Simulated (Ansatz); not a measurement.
**Residual resistivity of an alloy: Au(111) with 4 layers of random Au-Ag, 2x2**

Wanted: resistance against the alloy's length, first Au(111) with 4 layers of random Au-Ag, 2x2.

Program: Ansatz 0.2.0. Level of theory: Ansatz plane-wave DFT, PBE, PAW files; ballistic transport by layer matching (Landauer), zero bias; PAW set soft_1. Results are calculated unless marked as measured.

Most raw output is cut from this account.

**1. The structure**

The cell holds 40 atoms: 32 Au and 8 Ag. Cell: a = 5.768 Å, b = 5.768 Å, c = 23.605 Å, α = 93.5°, β = 86.5°, γ = 120.0°. It derives from Au. Regions: lead, 24 atoms (24 Au); scattering region, 16 atoms (8 Ag and 8 Au). The structure is stacked along c, and the current runs across the ab planes.

**2. With 4 alloy layers**

In 4 layers a share of 0.5 of the sites is given to Ag at random. The layers about the cell's end stay perfect and serve as the lead. Disorder leaves little or no symmetry, which makes such runs dear. Energies from -0.05 to 0.05 eV in steps of 0.05 eV are too few for the program's thermal sum, so it prints no conductance; for a metal the transmission near the Fermi level serves, at a fraction of the cost.

input.yaml

```yaml
crystal:
  lattice:
    - [5.7675164607, 0.0, 0.0]
    - [-2.8837582304, 4.9948157718, 0.0]
    - [1.4418791152, -0.8324692953, 23.5457873532]
  atoms:
    - { symbol: Au, position: [0.9916666667, 0.0083333333, 0.05] }
    - { symbol: Au, position: [0.9916666667, 0.5083333333, 0.05] }
    - { symbol: Au, position: [0.4916666667, 0.0083333333, 0.05] }
    - { symbol: Au, position: [0.4916666667, 0.5083333333, 0.05] }
    - { symbol: Au, position: [0.1416666667, 0.3583333333, 0.15] }
    - { symbol: Au, position: [0.1416666667, 0.8583333333, 0.15] }
    - { symbol: Au, position: [0.6416666667, 0.3583333333, 0.15] }
    - { symbol: Au, position: [0.6416666667, 0.8583333333, 0.15] }
[... 28 atom lines left out ...]
    - { symbol: Au, position: [0.8416666667, 0.1583333333, 0.95] }
    - { symbol: Au, position: [0.8416666667, 0.6583333333, 0.95] }
    - { symbol: Au, position: [0.3416666667, 0.1583333333, 0.95] }
    - { symbol: Au, position: [0.3416666667, 0.6583333333, 0.95] }
kpoints:
  mp_grid: { grid: [5, 5, 1] }
hamiltonian:
  xc: pbe
  pseudopotentials: { kind: paw, azcp: { folder: soft_1 } }
scf:
  occupations: { method: fermi_dirac, width: 0.1 }
output:
  transmission:
    leads: [[0, 4]]
    kmesh: [10, 10]
    e_range: [-0.05, 0.05]
    de: 0.05
  write_potential: true
  write_density: true
  volumetric_format: npy
```

Run with:

```sh
$ ansatz run input.yaml --threads 4 --pin off --max-ram 15360MiB --backend cpu --events-out ev --progress --plain --runs-dir out
```

Wall time 7.7 min (4 threads of Intel Xeon Platinum 8375C at 2.90GHz (Ice Lake), shared host); peak memory 6.7 GiB.

This step gave:

```
free energy                                    : -481563.4991 eV
energy at zero smearing                        : -481563.2751 eV
Fermi energy                                   : 20.04 eV
cell area                                      : 28.81 Å²
transmission per spin nearest the Fermi level  : 2.993
open channels per spin nearest the Fermi level : 3.21
step of the lead's potential                   : 3.8 meV
```

Per spin. The transmission, zone mean by energy, zero at the Fermi level:

```
energy (eV)  transmission, zone mean
    -0.0500                     2.98
     0.0000                     2.99
     0.0500                     3.00
```

Per spin. The open channels, zone mean, lead stays at 3.21 for energy from -0.05 to 0.05 eV.

Transmission over k1 and k2. At 0.0000 eV from the Fermi level.

Ten even steps from '0' (2.73) to '9' (3.68):
```
1711191111
1171181111
1018181111
1001001111
8878000878
1111100100
1111181810
1111181171
1111191117
7111191111
```
Columns: k1 (b1) from -0.5 to 0.4; rows upwards: k2 (b2) from -0.5 to 0.4.

Open channels over k1 and k2. At 0.0000 eV from the Fermi level.

Values, 10 rows by 10 columns:
```
3.00 4.00 3.00 3.00 3.00 4.00 3.00 3.00 3.00 3.00
3.00 3.00 4.00 3.00 3.00 4.00 3.00 3.00 3.00 3.00
3.00 3.00 3.00 4.00 3.00 4.00 3.00 3.00 3.00 3.00
3.00 3.00 3.00 3.00 3.00 3.00 3.00 3.00 3.00 3.00
4.00 4.00 4.00 4.00 3.00 3.00 3.00 4.00 4.00 4.00
3.00 3.00 3.00 3.00 3.00 3.00 3.00 3.00 3.00 3.00
3.00 3.00 3.00 3.00 3.00 4.00 3.00 4.00 3.00 3.00
3.00 3.00 3.00 3.00 3.00 4.00 3.00 3.00 4.00 3.00
3.00 3.00 3.00 3.00 3.00 4.00 3.00 3.00 3.00 4.00
4.00 3.00 3.00 3.00 3.00 4.00 3.00 3.00 3.00 3.00
```
Columns: k1 (b1) from -0.5 to 0.4; rows upwards: k2 (b2) from -0.5 to 0.4.

Over the solved energies the transmission per spin lies between 2.98 and 3.00, out of 3.21 channels of the lead on average (up to 3.21).

**3. With 8 alloy layers**

In 8 layers a share of 0.5 of the sites is given to Ag at random. A fresh draw is used; the growth of the resistance with length is what counts.

System of this step: Au(111) with 8 layers of random Au-Ag, 2x2. The cell holds 56 atoms: 40 Au and 16 Ag. Its edges and angles: a = 5.768 Å, b = 5.768 Å, c = 33.006 Å, α = 87.5°, β = 92.5°, γ = 120.0°. It derives from Au. Regions: lead, 24 atoms (24 Au); scattering region, 32 atoms (16 Au and 16 Ag). The structure is stacked along c, and the current runs across the ab planes.

input.yaml

```yaml
crystal:
  lattice:
    - [5.7675164607, 0.0, 0.0]
    - [-2.8837582304, 4.9948157718, 0.0]
    - [-1.4418791152, 0.8324692953, 32.9641022945]
  atoms:
    - { symbol: Au, position: [0.005952381, 0.994047619, 0.0357142857] }
    - { symbol: Au, position: [0.005952381, 0.494047619, 0.0357142857] }
    - { symbol: Au, position: [0.505952381, 0.994047619, 0.0357142857] }
    - { symbol: Au, position: [0.505952381, 0.494047619, 0.0357142857] }
    - { symbol: Au, position: [0.1845238095, 0.3154761905, 0.1071428571] }
    - { symbol: Au, position: [0.1845238095, 0.8154761905, 0.1071428571] }
    - { symbol: Au, position: [0.6845238095, 0.3154761905, 0.1071428571] }
    - { symbol: Au, position: [0.6845238095, 0.8154761905, 0.1071428571] }
[... 44 atom lines left out ...]
    - { symbol: Au, position: [0.3273809524, 0.1726190476, 0.9642857143] }
    - { symbol: Au, position: [0.3273809524, 0.6726190476, 0.9642857143] }
    - { symbol: Au, position: [0.8273809524, 0.1726190476, 0.9642857143] }
    - { symbol: Au, position: [0.8273809524, 0.6726190476, 0.9642857143] }
kpoints:
  mp_grid: { grid: [5, 5, 1] }
hamiltonian:
  xc: pbe
  pseudopotentials: { kind: paw, azcp: { folder: soft_1 } }
scf:
  occupations: { method: fermi_dirac, width: 0.1 }
output:
  transmission:
    leads: [[0, 4]]
    kmesh: [10, 10]
    e_range: [-0.05, 0.05]
    de: 0.05
  write_potential: true
  write_density: true
  volumetric_format: npy
```

Wall time 12 min (4 threads); peak memory 8.2 GiB; 44 min of CPU time.

This step gave:

```
free energy                                   : -647498.3869 eV
energy at zero smearing                       : -647498.0725 eV
Fermi energy                                  : 19.74 eV
transmission per spin nearest the Fermi level : 2.856
step of the lead's potential                  : 3.3 meV
```

Per spin. The transmission, zone mean by energy, zero at the Fermi level:

```
energy (eV)  transmission, zone mean
    -0.0500                     2.84
     0.0000                     2.86
     0.0500                     2.86
```

Over the solved energies the transmission per spin lies between 2.84 and 2.86, out of 3.21 channels of the lead on average (up to 3.21).

**4. With 12 alloy layers**

In 12 layers a share of 0.5 of the sites is given to Ag at random. A fresh draw is used; the growth of the resistance with length is what counts.

System of this step: Au(111) with 12 layers of random Au-Ag, 2x2. The cell holds 72 atoms: 48 Au and 24 Ag. Cell: a = 5.768 Å, b = 5.768 Å, c = 42.382 Å, α = 90.0°, β = 90.0°, γ = 120.0°. It derives from Au. Regions: lead, 24 atoms (24 Au); scattering region, 48 atoms (24 Ag and 24 Au). The structure is stacked along c, and the current runs across the ab planes.

input.yaml

```yaml
crystal:
  lattice:
    - [5.7675164607, 0.0, 0.0]
    - [-2.8837582304, 4.9948157718, 0.0]
    - [0.0, 0.0, 42.3824172358]
  atoms:
    - { symbol: Au, position: [0.0, 0.0, 0.0277777778] }
    - { symbol: Au, position: [0.0, 0.5, 0.0277777778] }
    - { symbol: Au, position: [0.5, 0.0, 0.0277777778] }
    - { symbol: Au, position: [0.5, 0.5, 0.0277777778] }
    - { symbol: Au, position: [0.1666666667, 0.3333333333, 0.0833333333] }
    - { symbol: Au, position: [0.1666666667, 0.8333333333, 0.0833333333] }
    - { symbol: Au, position: [0.6666666667, 0.3333333333, 0.0833333333] }
    - { symbol: Au, position: [0.6666666667, 0.8333333333, 0.0833333333] }
[... 60 atom lines left out ...]
    - { symbol: Au, position: [0.3333333333, 0.1666666667, 0.9722222222] }
    - { symbol: Au, position: [0.3333333333, 0.6666666667, 0.9722222222] }
    - { symbol: Au, position: [0.8333333333, 0.1666666667, 0.9722222222] }
    - { symbol: Au, position: [0.8333333333, 0.6666666667, 0.9722222222] }
kpoints:
  mp_grid: { grid: [5, 5, 1] }
hamiltonian:
  xc: pbe
  pseudopotentials: { kind: paw, azcp: { folder: soft_1 } }
scf:
  occupations: { method: fermi_dirac, width: 0.1 }
output:
  transmission:
    leads: [[0, 4]]
    kmesh: [10, 10]
    e_range: [-0.05, 0.05]
    de: 0.05
  write_potential: true
  write_density: true
  volumetric_format: npy
```

Elapsed: 24 min, on 4 threads; peak memory 10 GiB.

Numbers from this step:

- free energy: -813433.3809 eV
- energy at zero smearing: -813433.0099 eV
- Fermi energy: 19.56 eV
- transmission per spin nearest the Fermi level: 2.662
- step of the lead's potential: 2.8 meV

Per spin. Table of transmission, zone mean by energy, zero at the Fermi level:

```
energy (eV)  transmission, zone mean
    -0.0500                     2.63
     0.0000                     2.66
     0.0500                     2.68
```

Over the solved energies the transmission per spin lies between 2.63 and 2.68, out of 3.21 channels of the lead on average (up to 3.21).

**5. The fit**

This step: Ansatz plane-wave DFT, PBE, PAW files; ballistic transport by layer matching (Landauer), zero bias; residual resistivity from the slope of the area resistance, atoms on the host's lattice; PAW set soft_1 (Ansatz 0.2.0).

Numbers from this step:

| Item | Value |
| --- | --- |
| resistivity | 8.313 µΩ cm |
| intercept | 1.90e-4 fΩ m² |
| scatter about the fit | 0.008878 fΩ m² |

Resistance, by row:

```
run  length (Å)      T  channels N  RA (fΩ m²)
 n4       9.418  2.991        3.21     0.08476
 n8       18.84  2.855        3.21      0.1442
n12       28.25  2.656        3.21      0.2414
```

Area resistance against length of the alloy:

```
length of the alloy (Å)  area resistance (fΩ m²)
                   9.42                   0.0848
                  18.84                    0.144
                  28.25                    0.241
```

The area resistance goes from 0.085 to 0.24 fΩ m² between 9.4 and 28.3 Å, a slope of 8.3 µΩ cm.

By hand from the end points: (0.2414 − 0.08476) fΩ m² / (28.25 − 9.42) Å = 8.3 µΩ cm, since 1 fΩ m² per Å is 1000 µΩ cm.

**6. Results**

| Item | Value |
| --- | --- |
| resistivity from the slope | 8.31 µΩ cm |
| area resistance over 9.42 Å | 0.0848 fΩ m² |
| area resistance over 18.8 Å | 0.144 fΩ m² |
| area resistance over 28.3 Å | 0.241 fΩ m² |

**Reading.** The slope gives 8.3 µΩ cm. The points scatter by 0.0089 fΩ m² about the line, with one random draw a length in a 2x2 cell, so the slope is a rough value. Read with a model of isotropic scattering on a spherical Fermi surface and the lead's 0.86×10¹⁵ S/m², this slope means a mean free path near 119 Å (a rough figure, since the alloy's own channel count differs); over these lengths the model's slope is 1.14 times its bulk resistivity, which would be 7.3 µΩ cm. The atoms sit on the host's lattice, so scattering by size misfit is left out. Spin-orbit coupling is left out, which matters for Au.

[Logs are printed without paths, hosts, clocks, repeated set-up lines and the standing remarks that a program may print on its own settings, such as how far it seeks lower states.]

[Hosts, paths, dates, database ids (printed as entryN), source tags and the programs' standing remarks are cut or masked in the printed files.]
